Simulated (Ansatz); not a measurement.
# MoS2: the cost of one run

Computed with Ansatz 0.2.0 (DFT PBE+D3(BJ), scalar-relativistic, plane waves, PAW, unless a step's input says otherwise).

### 1 Starting point

Symmetry: P-6m2, No. 187, hexagonal system. Conventional cell: a = 3.161 Å, b = 3.161 Å, c = 21.012 Å, α = 90.00°, β = 90.00°, γ = 120.00°. S (site symmetry 3m) has 3 Mo at 2.37 Å as nearest neighbours. Around Mo (site symmetry -6m2) lie 6 S at 2.37 Å.

Structure file:

```
CELL_PARAMETERS angstrom
3.16100 0.00000 0.00000
-1.58050 2.73751 0.00000
0.00000 0.00000 21.01228
ATOMIC_POSITIONS crystal
S 0.33333 0.66667 0.42832
Mo 0.66667 0.33333 0.50000
S 0.33333 0.66667 0.57168
```

Free-standing sheet.

### 2 Relaxing the sheet and its cell in the plane

input.yaml reads:

```yaml
crystal:
  lattice:
    - [3.1610016, 0.0, 0.0]
    - [-1.5805008, 2.73750769, 0.0]
    - [0.0, 0.0, 21.012275198]
  atoms:
    - { symbol: S, position: [0.33333333, 0.66666667, 0.4283210607] }
    - { symbol: Mo, position: [0.66666667, 0.33333333, 0.5], spin: 1.0 }
    - { symbol: S, position: [0.33333333, 0.66666667, 0.5716789393] }
basis:
  ecutwfc: 420.0
  fft_grid_basis: typed
kpoints:
  mp_grid: { grid: [12, 12, 1] }
hamiltonian:
  xc: pbe
  dispersion: d3bj
  pseudopotentials: { kind: paw }
scf:
  occupations: { method: gaussian, width: 0.05 }
output:
  forces: true
  eigenvalues: true
  populations: true
  stress: true
efield:
  axis: 3
  dipole_correction: true
  ramp_width: 0.04
magnetization:
  spin_polarized: true
relax:
  adjacent_minimum: "off"
  f_tol: 0.02
  max_steps: 60
  cell: { fix: [c, alpha, beta], stress_tol: 0.05 }
```

The run is started by

```
$ ansatz run input.yaml --threads 4 --pin off --max-ram 8847MiB --backend cpu --events-out ev --progress --plain --runs-dir out
```

Q: Estimate wall time and peak memory on 4 threads of Arm Neoverse V2, shared host.

About 19 s, with a peak of 0.52 GiB.
